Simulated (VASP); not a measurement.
# Co (P-3m1) in VASP: notebook

The runs below take Co through single point, with LDA.

All numbers are computed with VASP 6.6.1; they aren't measurements. Logs are shortened: lines on timing, memory, paths and dates and some standing lists are left out, and cuts for length are marked.

## Step 1: Starting point

Symmetry: P-3m1, No. 164, trigonal system. Conventional cell: a = 2.487 Å, b = 2.487 Å, c = 4.063 Å, α = 90.00°, β = 90.00°, γ = 120.00°. Co (site symmetry 3m) is surrounded by 12 Co at 2.42 to 2.55 Å.

This isn't the form of Co at room conditions, which is hcp.

## Step 2: Single point, LDA, collinear spin, ferromagnetic start

The input, INCAR:

```
PREC = Accurate
ENCUT = 460
EDIFF = 1E-5
ISMEAR = -1
SIGMA = 0.1
LREAL = False
LASPH = True
NELM = 100
ALGO = Normal
ISIF = 2
LWAVE = False
LCHARG = False
ISPIN = 2
MAGMOM = 2 2
LORBIT = 11
LMAXMIX = 4
GGA = CA
NBANDS = 20
ADDGRID = False
```

The input, KPOINTS:

```
Automatic mesh
0
Gamma
  11 11 6
```

The input, POSCAR:

```
Co
1.0
    2.4873648738      0.0000000000      0.0000000000
   -1.2436824369      2.1541211692      0.0000000000
    0.0000000000      0.0000000000      4.0632895034
Co
2
Direct
    0.3275520000      0.6759820000      0.7288160000
    0.6891290000      0.3188900000      0.2643300000
```

Potentials or basis: VASP PAW LDA potentials, release 64 (Co).

Launch:

```bash
cat potpaw_LDA.64/Co/POTCAR > POTCAR
mpirun -np 1 vasp_std > vasp.out
```

OUTCAR:

```text
PREC = Accurate
   ENCUT = 460
   EDIFF = 1E-5
   ISMEAR = -1
   LREAL = False
   LASPH = True
   NELM = 100
   ISIF = 2
   ISPIN = 2
   LORBIT = 11
   GGA = CA

 Found    364 irreducible k-points:

 Following reciprocal coordinates:
            Coordinates               Weight
  0.000000  0.000000  0.000000      1.000000
  0.090909 -0.000000  0.000000      2.000000
  0.000000  0.090909  0.000000      2.000000
 -0.090909  0.090909  0.000000      2.000000
  0.181818 -0.000000  0.000000      2.000000
  0.000000  0.181818  0.000000      2.000000
   k-points           NKPTS =    364   k-points in BZ     NKDIM =    364   number of bands    NBANDS=     20
   number of dos      NEDOS =    301   number of ions     NIONS =      2
   total plane-waves  NPLWV =   9072
   dimension x,y,z NGX =    18 NGY =   18 NGZ =   28
   dimension x,y,z NGXF=    36 NGYF=   36 NGZF=   56
   ions per type =               2
   NGX,Y,Z   is equivalent  to a cutoff of  12.03, 12.03, 11.46 a.u.
   NGXF,Y,Z  is equivalent  to a cutoff of  24.06, 24.06, 22.91 a.u.
 SYSTEM =  unknown system
   PREC   = accura    normal or accurate (medium, high low for compatibility)
   ISTART =      0    job   : 0-new  1-cont  2-samecut
   ICHARG =      2    charge: 1-file 2-atom 10-const
   ISPIN  =      2    spin polarized calculation?
   LNONCOLLINEAR =      F non collinear calculations
   LSORBIT =      F    spin-orbit coupling
   LASPH  =      T    aspherical Exc in radial PAW
   ENCUT  =  460.0 eV  33.81 Ry    5.81 a.u.   4.35  4.35  7.11*2*pi/ulx,y,z
   NELM   =    100;   NELMIN=  2; NELMDL= -5     # of ELM steps
   EDIFF  = 0.1E-04   stopping-criterion for ELM
   LREAL  =      F    real-space projection
   EDIFFG = 0.1E-03   stopping-criterion for IOM
   NSW    =      0    number of steps for IOM
   IBRION =     -1    ionic relax: 0-MD 1-quasi-New 2-CG
   NFREE  =      0    steps in history (QN), initial steepest desc. (CG)
   ISIF   =      2    stress and relaxation
   ISYM   =      2    0-nonsym 1-usesym 2-fastsym
   POTIM  = 0.5000    time-step for ionic-motion
   TEBEG  =    0.0;   TEEND  =   0.0 temperature during run
   PSTRESS=    0.0 pullay stress
   NELECT =      18.0000    total number of electrons
   NUPDOWN=      -1.0000    fix difference up-down
   EMIN   =  10.00;   EMAX   =-10.00  energy-range for DOS
   EFERMI =   0.00;   METHOD = LEGACY
   ISMEAR =    -1;   SIGMA  =   0.10  broadening in eV -4-tet -1-fermi 0-gaus
   EFERMI_NEDOS =   21; number of points for ismear=-14 and -15
   IALGO  =     38    algorithm
   IMIX   =      4    mixing-type and parameters
     AMIX     =   0.40;   BMIX     =  1.00
     AMIX_MAG =   1.60;   BMIX_MAG =  1.00
  volume/ion in A,a.u.               =      10.89        73.46
  Fermi-wavevector in a.u.,A,eV,Ry     =   1.536514  2.903591 32.121660  2.360875
  Thomas-Fermi vector in A             =   2.643152
   LORBIT       =     11    0 simple, 1 ext, 2 COOP (PROOUT), +10 PAW based schemes
   GGA     = CA    functional components
   LHFCALC =     F    Hartree Fock is set to
   AEXX    =    0.0000 exact exchange contribution
   IVDW    =     0    specifies the selected vdW correction
   LEPSILON=     F    determine dielectric tensor
   LRPA    =     F    only Hartree local field effects (RPA)
 spin polarized calculation
  energy-cutoff  :      460.00
  volume of cell :       21.77
 maximum number of plane-waves:       525
 NGX is ok and might be reduce to    18
   NGX =  9   NGY =  9   NGZ = 15

 number of electron      18.0000003 magnetization       3.0805944

 Free energy of the ion-electron system (eV)
  ---------------------------------------------------
  ext. energy  EPLUGINS =         0.00000000
  ---------------------------------------------------
  free energy    TOTEN  =       -16.09200474 eV

  energy without entropy =      -16.03206617  energy(sigma->0) =      -16.06203545

 E-fermi :   9.8942     XC(G=0): -13.7033

 val. band max:        9.8899242056   @ k =   0.1818  -0.1818   0.1667
 cond. band min:       9.8948268159   @ k =   0.0909   0.0909   0.0000
 fundamental gap:      0.0049026103
 Fermi energy:         9.8941812774

 spin component 1

 k-point     1 :       0.0000    0.0000    0.0000
  band No.  band energies     occupation
      1       0.9743      1.00000
      2       4.7717      1.00000
      3       7.2851      1.00000
      4       7.3578      1.00000
      5       7.4379      1.00000
      6       7.6698      1.00000
[... 12 lines left out ...]
     19      36.0547      0.00000
     20      36.2108      0.00000

 k-point     2 :       0.0909   -0.0000    0.0000
  band No.  band energies     occupation
      1       1.2650      1.00000
      2       4.9531      1.00000
      3       7.0839      1.00000
      4       7.4572      1.00000
      5       7.5562      1.00000
      6       7.6375      1.00000
[... 12 lines left out ...]
     19      36.8817      0.00000
     20      38.5207      0.00000

 k-point     3 :       0.0000    0.0909    0.0000
  band No.  band energies     occupation
      1       1.2649      1.00000
      2       4.9527      1.00000
      3       7.0851      1.00000
      4       7.4604      1.00000
      5       7.5559      1.00000
      6       7.6300      1.00000
[... 12 lines left out ...]
     19      36.8845      0.00000
     20      38.5262      0.00000

 k-point     4 :      -0.0909    0.0909    0.0000
  band No.  band energies     occupation
      1       1.2639      1.00000
      2       4.9418      1.00000
      3       7.1015      1.00000
      4       7.4923      1.00000
      5       7.5254      1.00000
      6       7.6699      1.00000
[... 12 lines left out ...]
     19      36.9529      0.00000
     20      38.5086      0.00000

 k-point     5 :       0.1818   -0.0000    0.0000
  band No.  band energies     occupation
      1       2.0990      1.00000
      2       5.3901      1.00000
      3       6.7344      1.00000
      4       7.1432      1.00000
      5       7.4168      1.00000
      6       7.7432      1.00000
[... 12 lines left out ...]
     19      35.7756      0.00000
     20      38.0788      0.00000

 k-point     6 :       0.0000    0.1818    0.0000
  band No.  band energies     occupation
      1       2.0987      1.00000
      2       5.3877      1.00000
      3       6.7341      1.00000
      4       7.1434      1.00000
      5       7.4157      1.00000
      6       7.7369      1.00000
[... 12 lines left out ...]
     19      35.7848      0.00000
     20      38.0925      0.00000

 [... further k-points ...]

 spin component 2

 k-point     1 :       0.0000    0.0000    0.0000
  band No.  band energies     occupation
      1       1.1492      1.00000
      2       5.6501      1.00000
      3       8.6352      1.00000
      4       8.7627      0.99999
      5       8.8621      0.99997
      6       9.0882      0.99968
[... 12 lines left out ...]
     19      36.4696      0.00000
     20      36.5763      0.00000

 k-point     2 :       0.0909   -0.0000    0.0000
  band No.  band energies     occupation
      1       1.4411      1.00000
      2       5.8507      1.00000
      3       8.4152      1.00000
      4       8.8551      0.99997
      5       8.9614      0.99991
      6       9.0093      0.99986
[... 12 lines left out ...]
     19      37.0014      0.00000
     20      38.9336      0.00000

 k-point     3 :       0.0000    0.0909    0.0000
  band No.  band energies     occupation
      1       1.4411      1.00000
      2       5.8503      1.00000
      3       8.4158      1.00000
      4       8.8587      0.99997
      5       8.9593      0.99991
      6       9.0076      0.99986
[... 12 lines left out ...]
     19      37.0060      0.00000
     20      38.9390      0.00000

 k-point     4 :      -0.0909    0.0909    0.0000
  band No.  band energies     occupation
      1       1.4402      1.00000
      2       5.8414      1.00000
      3       8.4158      1.00000
      4       8.9085      0.99995
      5       8.9324      0.99993
      6       9.0420      0.99980
[... 12 lines left out ...]
     19      37.1139      0.00000
     20      38.9149      0.00000

 k-point     5 :       0.1818   -0.0000    0.0000
  band No.  band energies     occupation
      1       2.2838      1.00000
      2       6.3501      1.00000
      3       7.9444      1.00000
      4       8.2853      1.00000
      5       8.7270      0.99999
      6       9.1462      0.99944
[... 12 lines left out ...]
     19      36.1697      0.00000
     20      38.3384      0.00000

 k-point     6 :       0.0000    0.1818    0.0000
  band No.  band energies     occupation
      1       2.2836      1.00000
      2       6.3481      1.00000
      3       7.9398      1.00000
      4       8.2883      1.00000
      5       8.7309      0.99999
      6       9.1385      0.99948
[... 12 lines left out ...]
     19      36.1803      0.00000
     20      38.3534      0.00000

 [... further k-points ...]

------------------------ aborting loop because EDIFF is reached ----------------------------------------

  FORCE on cell =-STRESS in cart. coord.  units (eV):
  Direction    XX          YY          ZZ          XY          YZ          ZX
  --------------------------------------------------------------------------------------
  -------------------------------------------------------------------------------------
  Total       -2.4011480     -2.1697217     -2.1821998      0.2220336     -0.0993628      0.2000439
  in kB     -176.7022657   -159.6714354   -160.5897055     16.3396174     -7.3121821     14.7213817
  external PRESSURE =    -165.6544689 kB  Pullay stress =       0.0000000 kB

 VOLUME and BASIS-vectors are now :
 -----------------------------------------------------------------------------
  energy-cutoff  :      460.00
  volume of cell :       21.77
      direct lattice vectors                 reciprocal lattice vectors
     2.487364874  0.000000000  0.000000000     0.402031889  0.232113220  0.000000000
    -1.243682437  2.154121169  0.000000000     0.000000000  0.464226439  0.000000000
     0.000000000  0.000000000  4.063289503     0.000000000  0.000000000  0.246106018

 POSITION                                       TOTAL-FORCE (eV/Angst)
 -----------------------------------------------------------------------------------
     -0.02597      1.45615      2.96139         0.249609     -0.125889      0.896153
      1.31752      0.68693      1.07405        -0.249609      0.125889     -0.896153
 -----------------------------------------------------------------------------------
    total drift:                                0.000011      0.000009      0.000065

  FREE ENERGIE OF THE ION-ELECTRON SYSTEM (eV)
  ---------------------------------------------------
  free  energy   TOTEN  =       -16.0920047418 eV

  energy  without entropy=      -16.0320661665  energy(sigma->0) =      -16.06203545

 total charge

# of ion       s       p       d       tot
------------------------------------------
    1        0.492   0.519   7.289   8.300
    2        0.492   0.519   7.289   8.300
--------------------------------------------------
tot          0.985   1.037  14.577  16.599

 magnetization (x)

# of ion       s       p       d       tot
------------------------------------------
    1       -0.013  -0.039   1.595   1.543
    2       -0.013  -0.039   1.595   1.543
--------------------------------------------------
tot         -0.026  -0.078   3.190   3.086
```

Run time: 88 s. Hardware: 1 thread of Intel Xeon 6975P-C (Granite Rapids), shared host; peak memory 0.27 GiB.

These settings aren't checked as converged: the numbers below hold their error.

Results:

| Quantity | Value |
| --- | --- |
| Free energy | -16.0920 eV |
| Pressure | -16.6 GPa |
| Largest force | 0.939 eV/Å |
| Band gap on the k mesh | none (metal or under the smearing width) |
| Net moment | 3.08 μB per cell |
| Site moments | Co +1.54 μB |
| Valence electrons inside the program's atomic spheres | Co 8.30 |

## Step 3: Single point, LDA, collinear spin, ferromagnetic start

Edit INCAR of step 2 so:

```diff
@@ -2,3 +2,3 @@
 ENCUT = 460
-EDIFF = 1E-5
+EDIFF = 1E-6
 ISMEAR = -1
@@ -18,2 +18,2 @@
 NBANDS = 20
-ADDGRID = False
+ADDGRID = True
```

KPOINTS is that of step 2.

The input, POSCAR:

```
Co
1.0
    2.4873648738      0.0000000000      0.0000000000
   -1.2436824369      2.1541211692      0.0000000000
    0.0000000000      0.0000000000      4.0632895034
Co
2
Direct
    0.3333333333      0.6666666667      0.7401390000
    0.6666666667      0.3333333333      0.2598610000
```

Potentials or basis: VASP PAW LDA potentials, release 64 (Co).

Launch:

```bash
cat potpaw_LDA.64/Co/POTCAR > POTCAR
mpirun -np 1 vasp_std > vasp.out
```

It took 28 s on 1 thread of Intel Xeon 6975P-C (Granite Rapids), shared host; peak memory 0.19 GiB.

These settings aren't checked as converged: the numbers below hold their error.

Results:

```yaml
Free_energy: -16.1491 eV
Pressure: -18.7 GPa
Largest_force: 0.427 eV/Å
Band_gap_on_the_k_mesh: none (metal or under the smearing width)
Net_moment: 3.07 μB per cell
Site_moments: Co +1.54 μB
Valence_electrons_inside_the_program's_atomic_spheres: Co 8.28
```

## Step 4: For comparison

An earlier run on the cell as given: functional PBE; potentials or basis VASP PAW PBE potentials, release 64 (Co); cutoff 520 eV; k mesh 12 × 12 × 7; occupations fermi-dirac, width 0.05 eV; collinear spin, ferromagnetic start; starting moments [2.0, 2.0] μB.

* Pressure: 0.0 GPa
* Largest force: 0.481 eV/Å
* Band gap on the k mesh: none (metal or under the smearing width)
* Net moment: 3.26 μB per cell
* Site moments: Co +1.65 μB
* Valence electrons inside the program's atomic spheres: Co 8.27
